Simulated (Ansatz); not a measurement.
# Zone-centre phonons of AlN: input and output

Method: Ansatz 0.2.0, DFT PBE, scalar-relativistic, plane waves, PAW.

Launched with:
```bash
ansatz run input.yaml --threads 1 --pin off --max-ram 3072MiB --backend cpu --events-out ev --progress --plain --runs-dir out
```

Input (bare energies are in eV):
```yaml
crystal:
  lattice:
    - [0.0, 2.2015871054, 2.2015871054]
    - [2.2015871054, 0.0, 2.2015871054]
    - [2.2015871054, 2.2015871054, 0.0]
  atoms:
    - { symbol: Al, position: [0.0, 0.0, 0.0] }
    - { symbol: "N", position: [0.75, 0.75, 0.75] }
basis:
  ecutwfc: 420
kpoints:
  mp_grid: { grid: [10, 10, 10] }
hamiltonian:
  xc: pbe
scf:
  occupations: { method: fixed }
output:
  eigenvalues: true
phonons:
  method: dfpt
  dielectric: true
  rigid_motions: translations
  eigenvectors: true
```

The end of the output:
```
--- Phonons (Γ-DFPT): 2 representative perturbations + reference, on 171 of 1000 k-points (Σ response iterations 6) ---
  k mesh reduced under 4 symmetry operations, with k and −k counted as one. Each operation leaves every solved perturbation unchanged. A smaller set is not considered because the run solves the response ...
  ASR residual: 4.203e-5 → 0.000e0 eV/Å²; symmetrization residual: 6.511e-7 eV/Å²
  ASR residual per site (eV/Å²): 3.40e-5 4.20e-5
  Γ frequencies (cm⁻¹): 0.00 0.00 0.00 634.68 634.68 634.68
  ε∞ (high-frequency dielectric tensor):
        4.624811    -0.000000    -0.000000
       -0.000000     4.624811     0.000000
       -0.000000     0.000000     4.624811
  ε⁰ (static dielectric tensor: ions relaxed, cell fixed):
        8.659130     0.000000    -0.000000
        0.000000     8.659130     0.000000
       -0.000000     0.000000     8.659130
  ε⁰ − ε∞ (ionic part):
        4.034319     0.000000     0.000000
        0.000000     4.034319     0.000000
        0.000000     0.000000     4.034319
  softest optical mode at Γ: 634.68 cm⁻¹; the repairs (sum rule, projections) moved no ω² at Γ by more than (0.94 cm⁻¹)²
  Born effective charges Z* (e; rows j = field, columns β = displacement):
    site 0:
         2.54933    0.00000    0.00000
         0.00000    2.54933    0.00000
         0.00000    0.00000    2.54933
    site 1:
        -2.54933   -0.00000   -0.00000
        -0.00000   -2.54933   -0.00000
        -0.00000   -0.00000   -2.54933
  Z* charge neutrality: 7.740e-4 e pre-enforcement
  solved inside a basis spanned on kpoints, on 10×10×10 k-points, its susceptibility summed on 14×14×14: ε∞ is read to err by 1.2e-2, Z* by 8.9e-3 e (field_mesh: kpoints solves on kpoints); Z* is corrected for ...
  optical modes at Γ without the LO–TO term, one row a degenerate level:
      ω (cm⁻¹) modes IR ((D/Å)²/amu)
        634.68      3            48.7849
  optical modes at Γ + LO–TO along q̂ = [1.0000, 0.0000, 0.0000]:
      ω (cm⁻¹) modes IR ((D/Å)²/amu)
        634.68      2            32.5233
        868.46      1            16.2616
  optical modes at Γ + LO–TO along q̂ = [0.0000, 1.0000, 0.0000]:
      ω (cm⁻¹) modes IR ((D/Å)²/amu)
        634.68      2            32.5233
        868.46      1            16.2616
  optical modes at Γ + LO–TO along q̂ = [0.0000, 0.0000, 1.0000]:
      ω (cm⁻¹) modes IR ((D/Å)²/amu)
        634.68      2            32.5233
        868.46      1            16.2616
```

Time: 11 s on 1 thread of AMD EPYC 9R45 96-Core Processor (Zen 5), on a shared host, peak memory 0.5 GiB.

This zinc-blende form isn't the usual stable structure of the compound.